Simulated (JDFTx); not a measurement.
Crystal: CuO.

```
Cu O
1.0
     2.55255    0.00000    0.00000
     0.00000    2.55255    0.00000
     0.00000    0.00000    2.55255
Cu O
1 1
Direct
  0.00000 0.00000 0.00000
  0.50000 0.50000 0.50000
```

Measurements of this composition are mostly on another form, of space group No. 15.

| Item | Value |
| --- | --- |
| Program | JDFTx 1.7.0 (patched build) |
| Task | relaxation of cell and atoms |
| Functional | PBE |
| Potentials or basis | SPMS-PBE-1.0 with smoothed tails |
| Cutoff | 1361 eV |
| Density cutoff | 10885 eV |
| k mesh | 6 × 6 × 6 |
| Occupations | fermi-dirac, width 0.05 eV |
| Spin | no spin polarisation |

At the start: pressure 21.3 GPa; volume 8.32 Å³/atom.

Problem. How do energy, volume and symmetry change on relaxing?

Solution. Over 7 steps the energy falls by 51.5 meV/atom and the volume is 9.16 Å³/atom (+10.2 %); space group Pm-3m (No. 221, to 0.05 Å).

The path:
```tsv
step	energy change (eV)	largest force (eV/Å)	pressure (GPa)	volume (Å³)
1	0.0000	0.0000	21.33	16.63
2	-0.0218	0.0000	18.57	16.81
3	-0.1010	0.0000	2.53	18.07
4	-0.1029	0.0000	0.41	18.29
5	-0.1030	0.0000	0.08	18.32
6	-0.1030	0.0000	-0.01	18.33
7	-0.1030	0.0000	0.00	18.33
```

Final structure:
```
CELL_PARAMETERS angstrom
2.63666 0.00000 0.00000
0.00000 2.63666 0.00000
0.00000 0.00000 2.63666
ATOMIC_POSITIONS crystal
Cu 0.00000 0.00000 0.00000
O 0.50000 0.50000 0.50000
```

Caveat: the k mesh is coarse (spacing up to 0.41 Å⁻¹), so the values aren't converged; the plane waves are those of the starting cell, so after so large a change of volume the result is rough; an odd number of electrons without spin polarisation forces a metal; a magnetic or distorted state may lie lower; the run has no spin polarisation, though such a crystal can be magnetic.
